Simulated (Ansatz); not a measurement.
## ZrN: zone-centre modes under pressure

ZrN, Fm-3m, a = 4.596 Å. Ansatz: PBE, PAW, 420 eV, Γ-centred 16×16×16 mesh on 2 atoms, Fermi-Dirac smearing 0.15 eV; no spin polarisation. Cell and atoms are relaxed at each pressure with the symmetry kept; optical modes at Γ by linear response, in cm⁻¹, the highest.

| P (GPa) | V (Å³/atom) | ω1 |
| --- | --- | --- |
| 0 | 12.133 | 474.6 |
| 7 | 11.815 | 500.5 |
| 18 | 11.390 | 536.4 |
| 35 | 10.859 | ? |

Question: Get the mode's Grüneisen parameter γ = −d ln ω/d ln V from the other rows and predict the missing frequency.

Answer: ln(V/V0) = 0.0000, -0.0266, -0.0632, -0.1109; a line through ln(ω/ω0) of the 3 known rows gives ω1: γ = 1.934 (intercept 0.0006), predicted 588.5, computed 583.6. The miss is 0.8 %, or 4 % of the shift under pressure, so a constant γ serves at that level. In a metal these frequencies hang on the mesh and smearing.

Spin polarisation was left out, and a magnetic state may lie lower.

Cost: 4 runs of about 1.8 core-minutes in all, on Intel Xeon Processor @ 2.70GHz (shared hosts).